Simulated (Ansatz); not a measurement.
**MgSi under changes of volume**

One of the cells (17.692 Å³/atom); the others are scaled copies at fixed shape and fractional positions:

```
Si Mg
1.0
     1.50251   -5.42602    0.00000
     1.50251    5.42602    0.00000
     0.00000    0.00000    4.34018
Si Mg
2 2
Direct
  0.57064 0.42936 0.75000
  0.42936 0.57064 0.25000
  0.16838 0.83162 0.25000
  0.83162 0.16838 0.75000
```

The cell comes from a database or a generator and needn't be the stable form of this composition.

| Item | Value |
| --- | --- |
| Program | Ansatz 0.2.0 |
| Functional | r2SCAN |
| Potentials or basis | Ansatz PAW |
| Cutoff | 500 eV (not typed: the program's choice for these potentials) |
| k mesh | 9 × 9 × 6 |
| Occupations | fermi-dirac, width 0.05 eV |
| Spin | no spin polarisation |

```csv
volume (Å³/atom),energy over the lowest point (meV/atom),pressure (GPa),largest force (eV/Å)
16.630,?,?,?
16.984,1.76,1.5,0.167
17.338,0.00,0.1,0.178
17.692,1.20,-1.1,0.189
18.046,5.00,-2.2,0.200
18.400,11.09,-3.2,0.210
18.754,19.27,-4.1,0.219
```

Question: What does the run at 16.630 Å³/atom give?

Answer: Energy over the lowest point 6.85 meV/atom; pressure 3.1 GPa; largest force 0.157 eV/Å.

Worked out: A Birch-Murnaghan fit of order 3 (a polynomial in V^(-2/3)) to the other rows has its minimum at 17.36 Å³/atom with B0 = V·E''(V) = 65 GPa and B' = 4.8 at fixed shape and positions, which overstates the stiffness. It gives 6.82 meV/atom at 16.630 Å³/atom, against the run's 6.85, and -dE/dV = 3.1 GPa, against 3.1.

Energies are extrapolated to zero smearing.

Caveats: the PAW data sets come from PBE, with cores solved anew for the run's functional, which leaves a small shift of forces and pressure.
